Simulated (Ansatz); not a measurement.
**Band structure of Rb**

```
Rb
1.0
     5.03446    0.00000    0.00000
    -2.51723    4.35997    0.00000
     0.00000    0.00000    8.33680
Rb
2
Direct
  0.33333 0.66667 0.25000
  0.66667 0.33333 0.75000
```

Atoms are numbered in the order listed.

Conventional cell: a = 5.034 Å, b = 5.034 Å, c = 8.337 Å, α = 90.00°, β = 90.00°, γ = 120.00°.

The cell was built from the hcp type and relaxed in the same program, and has space group P6_3/mmc; it needn't be a known or the stable phase.

The calculation used DFT, PBE, all-electron LAPW, scalar-relativistic in Ansatz 0.2.0.

Settings: a Γ-centred 11×11×6 k mesh, Fermi–Dirac smearing of 0.03 eV, basis error target 0.25 meV/atom, no spin polarisation.

Points in fractions of the reciprocal vectors of this cell: Γ (0, 0, 0), M (0.5, 0, 0), K (0.333, 0.333, 0), A (0, 0, 0.5), L (0.5, 0, 0.5), H (0.333, 0.333, 0.5). The path joins them by straight lines in the order Γ–M–K–Γ–A–L–H–A–L; legs that retrace an earlier one aren't tabulated. Energies are in eV from the Fermi level.

Is there a gap?

none: bands cross the Fermi level, a metal.

List the levels between -20 and 0.5 eV at the symmetry points.


Γ: -13.05, -12.98 (×2), -12.97 (×3), -1.99, 0.07
M: -13.05, -13.04, -13.01, -13.00, -12.99, -12.98, 0.03, 0.30
K: -13.03, -13.02 (×2), -13.01, -13.00 (×2)
A: -13.01 (×2), -12.97 (×4), -1.33 (×2)
L: -13.05 (×2), -12.99 (×4), 0.39 (×2)
H: -13.04 (×2), -13.02 (×2), -12.98 (×2)
